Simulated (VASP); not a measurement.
A run of VASP 6.6.1:

The input INCAR:

```
PREC = Accurate
ENCUT = 520
EDIFF = 1E-6
ISMEAR = 0
SIGMA = 0.011
LREAL = F
LASPH = T
NELM = 100
ALGO = Fast
ISIF = 2
LWAVE = F
LCHARG = F
GGA = PE
NBANDS = 16
```

Contents of KPOINTS:

```
regular mesh
0
Gamma
  8 8 8
```

File POSCAR:

```
GaP
1.0
    0.0000000000      2.7252500000      2.7252500000
    2.7252500000      0.0000000000      2.7252500000
    2.7252500000      2.7252500000      0.0000000000
Ga P
1 1
Direct
    0.0000000000      0.0000000000      0.0000000000
    0.7500000000      0.7500000000      0.7500000000
```

Potentials or basis: VASP PAW PBE potentials, release 64 (Ga_d, P).

Run with:

```bash
$ cat potpaw_PBE.64/Ga_d/POTCAR potpaw_PBE.64/P/POTCAR > POTCAR
$ mpirun -np 1 vasp_std > vasp.out
```

Hardware: 1 thread of AMD EPYC 7571 (shared host).

Problem. Estimate the wall time of this run.

Solution. It took 45 s on 1 thread of AMD EPYC 7571, on a shared host, peak memory 0.13 GiB. Counts: scf iterations 13, k points 29.
